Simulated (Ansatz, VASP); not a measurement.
# TiAl: VASP beside Ansatz

The input INCAR:

```
SYSTEM = TiAl
PREC = Accurate ; ENCUT = 520
EDIFF = 1E-6 ; ISMEAR = 0
SIGMA = 0.05 ; LREAL = .FALSE.
LASPH = .TRUE. ; NELM = 80
ALGO = Normal ; ISIF = 2
LWAVE = .FALSE. ; LCHARG = .FALSE.
NBANDS = 14
```

File KPOINTS:

```
Automatic mesh
0
G
  8 8 8
  0 0 0
```

File POSCAR:

```
TiAl
1.0
    3.0180000000      0.0000000000      0.0000000000
    0.0000000000      3.0180000000      0.0000000000
    0.0000000000      0.0000000000      3.0180000000
Ti Al
1 1
Direct
    0.5000000000      0.5000000000      0.5000000000
    0.0000000000      0.0000000000      0.0000000000
```

Input for Ansatz:

```yaml
crystal:
  lattice:
    a: 3.018
    b: 3.018
    c: 3.018
    alpha: 90.0
    beta: 90.0
    gamma: 90.0
  atoms:
    - { symbol: Ti, position: [0.5, 0.5, 0.5] }
    - { symbol: Al, position: [0.0, 0.0, 0.0] }
kpoints:
  mp_grid:
    grid: [8, 8, 8]
hamiltonian:
  xc: lda
  pseudopotentials:
    kind: paw
scf:
  occupations:
    method: gaussian
    width: 0.05
output:
  stress: true
```

Alike in both runs: task single point; functional LDA; k mesh 8 × 8 × 8; occupations gaussian, width 0.05 eV; no spin polarisation.

|  | VASP | Ansatz |
| --- | --- | --- |
| version | VASP 6.6.1 | Ansatz 0.2.0 |
| potentials or method | VASP PAW LDA potentials, release 64 (Ti_sv, Al) | plane waves, PAW |
| plane-wave cutoff (eV) | 520 | 420 |
| valence electrons in the cell | 15 | 15 |

```csv
,VASP,Ansatz,Ansatz less VASP
pressure (GPa),16.1,15.9,-0.17
```

Caveats: so large a pressure means that the cell lies far from this level's equilibrium, or that cutoff or potentials fall short (VASP).
